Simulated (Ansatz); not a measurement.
**What isotropic strain −1.10 % does to InN**

The reference is InN in the wurtzite structure (space group P6_3mc, No. 186; a = 3.537 Å, c = 5.714 Å).

One thing is altered: every lattice vector is shortened by 1.10 %; the atoms relax in the strained cell.

Method: PBEsol (Ansatz, a program for electronic structure; PAW; 420 eV plane waves; no spin-orbit coupling), earlier PAW set. Γ-centred 11×11×6 mesh, Fermi–Dirac width 0.05 eV.

| quantity | base | changed | shift |
|---|---|---|---|
| volume per atom | 15.48 Å³ | 14.97 Å³ | -0.51 Å³ |
| space group | P6_3mc (No. 186) | P6_3mc (No. 186) | – |
| shortest interatomic distance | 2.156 Å | 2.133 Å | -0.0237 Å |
| energy relative to the base (free energy F) | 0 meV/atom | +7.4 meV/atom | +7.4 meV/atom |
| pressure (mean of the normal stresses, compression positive) | 0.0 GPa | 4.9 GPa | +4.9 GPa |
| band gap | zero | zero | – |

Final structure:

```yaml
crystal:
  lattice:
    - [3.49843, 0.00000, 0.00000]
    - [-1.74922, 3.02973, 0.00000]
    - [0.00000, 0.00000, 5.65110]
  atoms:
    - { symbol: In, position: [0.66667, 0.33333, 0.00204] }
    - { symbol: In, position: [0.33333, 0.66667, 0.50204] }
    - { symbol: N, position: [0.66667, 0.33333, 0.62316] }
    - { symbol: N, position: [0.33333, 0.66667, 0.12316] }
```

A case with no gap was solved on a k-mesh chosen for an insulator, which is coarse for it. Stability against distortions was not tested. The final runs are not spin-polarised. A zero or small gap of InN can be the functional's error rather than a property of the material.
